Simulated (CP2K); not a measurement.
Runs of CP2K 2026.2 on SnO. It takes space group P4/nmm (No. 129, tetragonal). Conventional cell: a = 3.814 Å, b = 3.814 Å, c = 4.887 Å, α = 90.00°, β = 90.00°, γ = 90.00°. Sn (site symmetry 4mm) is surrounded by 4 O at 2.23 Å. Around O (site symmetry -4m2) lie 4 Sn at 2.23 Å. The cell is a database's computed one.

| task | level | potentials or basis | cell | k mesh | smearing | EPS_DEFAULT | k points reduced by the point group | NGRIDS | EXTRAPOLATION | optimiser | gap on the mesh (eV) | pressure (GPa) | relaxed volume (Å³/atom) | largest force (eV/Å) |
| --- | --- | --- | --- | --- | --- | --- | --- | --- | --- | --- | --- | --- | --- | --- |
| single point | PBE | POTENTIAL_UZH Sn GTH-PBE-q4, O GTH-PBE-q6; TZVP-MOLOPT-PBE-GTH basis | as given | 7 × 7 × 6 | fermi-dirac 0.05 eV | 1.0E-10 | yes | 5 | - | - | 0.36 | 6.7 | - | 0.85 |
| relaxation of cell and atoms | PBEsol | POTENTIAL_UZH Sn GTH-PBE-q4, O GTH-PBE-q6; TZVP-MOLOPT-PBE-GTH basis | relaxed | 5 × 5 × 4 | fermi-dirac 0.01 eV | 1.0E-9 | - | 4 | USE_PREV_P | BFGS | 0.52 | 0.0 | 18.43 | 0.02 |
| relaxation of cell and atoms | LDA | GTH_POTENTIALS Sn GTH-PADE-q4, O GTH-PADE-q6; TZVP-MOLOPT-PBE-GTH basis | relaxed | 5 × 5 × 4 | fermi-dirac 0.05 eV | 1.0E-9 | - | 4 | USE_PREV_P | BFGS | 0.29 | 0.0 | (b) | - |
| band structure | PBE | POTENTIAL_UZH Sn GTH-PBE-q14, O GTH-PBE-q6; TZVP-MOLOPT-PBE-GTH basis | as given | 7 × 7 × 6 | fermi-dirac 0.05 eV | 1.0E-9 | yes | 5 | - | - | 0.53 | (a) | - | 0.65 |
| band structure | PBE | POTENTIAL_UZH Sn GTH-PBE-q4, O GTH-PBE-q6; TZVP-MOLOPT-PBE-GTH basis | as given | 7 × 7 × 6 | fermi-dirac 0.05 eV | 1.0E-9 | yes | 5 | - | - | 0.36 | 6.7 | - | 0.85 |

Alike in all rows: no spin polarisation.

Question: Estimate the missing entries.

Answer: (a) 5.7; (b) 16.68.

Caveats: spin-orbit coupling is left out, which moves the levels of the heavy elements; the basis of atomic orbitals isn't converged, which shifts pressures, moduli and gaps; an odd mesh through Γ misses points on the zone boundary, where band edges often lie (some runs); the mesh misses the band edges, which the band path finds closer together (some runs); the potentials were made for another functional, which shifts forces and pressure (some runs).

A k mesh can miss the band edges, and the runs leave out spin-orbit coupling on Sn.

Not every run made on this cell is shown here.
